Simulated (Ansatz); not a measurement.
**Mg: vacancy migration on the Mg sublattice**

These are results of DFT PBE, scalar-relativistic, plane waves, PAW in Ansatz 0.2.0, not measurements. The runs took a 420 eV cutoff, a Γ-centred 4×4×4 mesh and Gaussian smearing (0.1 eV). No spin polarisation.

The perfect supercell:

```
Mg
1.0
     4.52219    2.26110    6.78329
     4.52219   -2.26110   -6.78329
    -4.52219    6.78329   -2.26110
Mg
20
Direct
  0.30000 0.90000 0.20000
  0.65000 0.95000 0.10000
  0.25000 0.75000 0.50000
  0.15000 0.45000 0.10000
  0.60000 0.80000 0.40000
  0.50000 0.50000 0.00000
  0.95000 0.85000 0.30000
  0.20000 0.60000 0.80000
  0.10000 0.30000 0.40000
  0.55000 0.65000 0.70000
  0.00000 0.00000 0.00000
  0.45000 0.35000 0.30000
  0.90000 0.70000 0.60000
  0.80000 0.40000 0.20000
  0.05000 0.15000 0.70000
  0.40000 0.20000 0.60000
  0.85000 0.55000 0.90000
  0.75000 0.25000 0.50000
  0.35000 0.05000 0.90000
  0.70000 0.10000 0.80000
```

Atom 1 (Mg) is removed, leaving a vacancy without charge, and atom 17 jumps 3.20 Å into it. The vacancy and the half-way point are each relaxed at fixed cell, keeping their symmetry. The supercell is small.

Question: How high does the half-way point lie?

Answer: 0.42 eV above the relaxed vacancy, with the jumping atom 0.00 Å off the straight line, where the cell's symmetry pins it, so a bent path, which could be lower, wasn't tried. This is the barrier if that point is a first-order saddle, which wasn't checked.

Cost: 2 runs of about 8.3 core-minutes in all, on Arm Neoverse V1 (shared hosts).